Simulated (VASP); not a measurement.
The system is BN.

```
CELL_PARAMETERS angstrom
0.00000 1.81300 1.81300
1.81300 0.00000 1.81300
1.81300 1.81300 0.00000
ATOMIC_POSITIONS crystal
N 0.25000 0.25000 0.25000
B 0.00000 0.00000 0.00000
```

The cell is a database's computed one.

* Program: VASP 6.6.1
* Task: relaxation of cell and atoms
* Functional: RPBE
* Dispersion: D3(BJ)
* Potentials or basis: VASP PAW PBE potentials, release 64 (N, B)
* Cutoff: 600 eV
* k mesh: 13 × 13 × 13
* Occupations: fermi-dirac, width 0.05 eV
* Spin: no spin polarisation

At the start: pressure -14.3 GPa; volume 5.96 Å³/atom.

Problem. How do energy, volume and symmetry change on relaxing?

Solution. Over 3 steps the energy falls by 10.4 meV/atom and the volume is 5.73 Å³/atom (-3.8 %); space group F-43m (No. 216, to 0.05 Å).

Step by step:
| step | energy change (eV) | largest force (eV/Å) | pressure (GPa) | volume (Å³) |
| --- | --- | --- | --- | --- |
| 1 | 0.0000 | 0.0000 | -14.31 | 11.92 |
| 2 | 0.0015 | 0.0000 | 16.76 | 11.02 |
| 3 | -0.0209 | 0.0000 | -0.09 | 11.47 |

Final structure:
```
N B
1.0
     0.00000    1.78986    1.78986
     1.78986    0.00000    1.78986
     1.78986    1.78986    0.00000
N B
1 1
Cartesian
  0.8949 0.8949 0.8949
  0.0000 0.0000 0.0000
```

Caveat: the PAW data sets were made with another functional, which shifts forces and pressure a little.
